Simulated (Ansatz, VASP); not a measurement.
This is a calculation of Os for Ansatz 0.2.0.

File input.yaml:

```yaml
crystal:
  lattice:
    - [0.0, 1.9831469396, 1.9831469396]
    - [1.9831469396, 0.0, 1.9831469396]
    - [1.9831469396, 1.9831469396, 0.0]
  atoms:
    - { symbol: Os, position: [0.0, 0.0, 0.0] }
hamiltonian:
  xc: pbe
  pseudopotentials: { kind: paw }
kpoints:
  mp_grid: { grid: [12, 12, 12] }
scf:
  occupations: { method: fermi_dirac, width: 0.05 }
output:
  forces: true
  stress: true
  eigenvalues: true
```

Potentials or basis: Ansatz PAW.

Run with:

```sh
$ ansatz run input.yaml --threads 1 --pin off --max-ram 3584MiB --backend cpu --events-out ev --progress --plain --runs-dir out
```

Question: Set up the same calculation for VASP 6.6.1. Potentials there: VASP PAW PBE potentials, release 64 (Os).

Answer: As run (the cutoff follows the program's own potentials):

File INCAR:

```
ALGO = Normal ; EDIFF = 1E-7
ENCUT = 520 ; GGA = PE
ISIF = 2 ; ISMEAR = -1
LASPH = T ; LCHARG = F
LREAL = F ; LWAVE = F
NBANDS = 10 ; NELM = 60
PREC = Accurate ; SIGMA = 0.05
```

The input KPOINTS:

```
k-points
0
Gamma
  12 12 12
```

Contents of POSCAR:

```
Os
1.0
    0.0000000000      1.9831469396      1.9831469396
    1.9831469396      0.0000000000      1.9831469396
    1.9831469396      1.9831469396      0.0000000000
Os
1
Direct
    0.0000000000      0.0000000000      0.0000000000
```

Potentials or basis: VASP PAW PBE potentials, release 64 (Os).

Command:

```console
$ cat potpaw_PBE.64/Os/POTCAR > POTCAR
$ mpirun -np 1 vasp_std > vasp.out
```

Both were run:

|  | VASP | Ansatz | Ansatz less VASP |
| --- | --- | --- | --- |
| gap on the k mesh at the Fermi level (eV) | none | none | - |
| pressure (GPa) | -27.6 | -27.2 | +0.46 |

A gap of «none» marks a metal or a gap that the smearing closes. The two sets of potentials don't hold the same shells in valence.

Spin-orbit coupling is left out, which matters for the levels of Os.
